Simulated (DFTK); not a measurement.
Runs of DFTK 0.8.2 on Ge. It takes space group Fd-3m (No. 227, cubic). The conventional cell has a = 5.658 Å, b = 5.658 Å, c = 5.658 Å, α = 90.00°, β = 90.00°, γ = 90.00°. Around Ge (site symmetry -43m) lie 4 Ge at 2.45 Å. 

```csv
task,level,potentials or basis,cell,k mesh,cutoff (eV),kinetic blow-up at the cutoff (BlowupCHV),most ionic steps,gradient tolerance,mesh quality,gap on the mesh (eV),pressure (GPa),relaxed volume (Å³/atom)
relaxation of cell and atoms,r2SCAN,SG15 1.2 (PBE),relaxed,4 × 4 × 4,1415,yes,30,0.0002 Ha/bohr,coarse,none,0.0,22.47
single point,PBEsol,dojo.nc.sr.pbesol.v0_4_1.standard.upf (PBEsol),as given,8 × 8 × 8,1061,-,-,-,not flagged,none,0.6,-
relaxation of cell and atoms,AM05,SG15 1.2 (PBE),relaxed,4 × 4 × 4,1415,yes,30,0.0002 Ha/bohr,coarse,none,0.0,(c)
relaxation of cell and atoms,RPBE,SG15 1.2 (PBE),relaxed,4 × 4 × 4,1415,yes,30,0.0002 Ha/bohr,coarse,none,0.0,25.78
relaxation of cell and atoms,LDA,SG15 1.2 (PBE),relaxed,4 × 4 × 4,1415,yes,30,0.0002 Ha/bohr,coarse,(b),0.0,21.39
relaxation of cell and atoms,WC,SG15 1.2 (PBE),relaxed,4 × 4 × 4,1415,yes,30,0.0002 Ha/bohr,coarse,none,0.0,22.88
relaxation of cell and atoms,BLYP,SG15 1.2 (PBE),relaxed,4 × 4 × 4,1415,yes,30,0.0002 Ha/bohr,coarse,none,0.1,(a)
relaxation of cell and atoms,PBE,SG15 1.2 (PBE),relaxed,4 × 4 × 4,1415,yes,30,0.0002 Ha/bohr,coarse,none,0.0,24.46
```

Alike in all rows: no spin polarisation; smearing fermi-dirac 0.05 eV.

**Question.** Estimate the missing entries.

**Answer.** (a) 25.35; (b) 0.39; (c) 23.03.

Caveats: some runs use coarse meshes; the potentials were made for another functional, which shifts forces and pressure (some runs); this crystal is a semiconductor, whose small gap the functional closes, so the metal is an error of the method (some runs).

A k mesh can miss the band edges, and the runs leave out spin-orbit coupling on Ge.

A gap of «none» marks a metal or a gap under the smearing width.
